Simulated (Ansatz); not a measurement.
Input and command of a plane-wave DFT calculation in Ansatz:

```yaml
crystal:
  lattice:
    - [4.0155561815, 0.0, 0.0]
    - [-2.0077780908, 4.4895282947, 0.0]
    - [0.0, 0.0, 25.7748679073]
  atoms:
    - { symbol: Al, position: [0.7, 0.4, 0.2909811227] }
    - { symbol: Al, position: [0.4, 0.8, 0.3258176022] }
    - { symbol: Al, position: [0.1, 0.2, 0.3606540818] }
    - { symbol: Al, position: [0.8, 0.6, 0.3954905613] }
    - { symbol: Al, position: [0.5, 0.0, 0.4303270409] }
    - { symbol: Al, position: [0.2, 0.4, 0.4651635204] }
    - { symbol: Al, position: [0.9, 0.8, 0.5] }
    - { symbol: Al, position: [0.6, 0.2, 0.5348364796] }
    - { symbol: Al, position: [0.3, 0.6, 0.5696729591] }
    - { symbol: Al, position: [0.0, 0.0, 0.6045094387] }
    - { symbol: Al, position: [0.7, 0.4, 0.6393459182] }
    - { symbol: Al, position: [0.4, 0.8, 0.6741823978] }
    - { symbol: Al, position: [0.1, 0.2, 0.7090188773] }
basis:
  ecutwfc: 420
kpoints:
  mp_grid: { grid: [10, 8, 1] }
hamiltonian:
  xc: pbesol
scf:
  occupations: { method: methfessel_paxton, width: 0.2 }
output:
  forces: true
  stress: true
  eigenvalues: true
efield:
  axis: 3
  dipole_correction: true
  ramp_width: 0.04
```

```bash
ansatz run input.yaml --threads 1 --pin off --max-ram 2560MiB --backend cpu --events-out ev --progress --plain --runs-dir out
```

Processor: AMD EPYC 9R45 96-Core Processor (Zen 5), 1 thread, on a host shared with other jobs.

Problem. How long does it run, and how much memory does it take?

Solution. About 23 s on 1 thread of AMD EPYC 9R45 96-Core Processor (Zen 5), with other jobs on the host, peak memory 0.86 GiB. It solves 33 bands at 42 k points (the mesh reduced by the symmetry that the task leaves, which can be less than the crystal's) with about 9103 plane waves, in 6 SCF iterations.
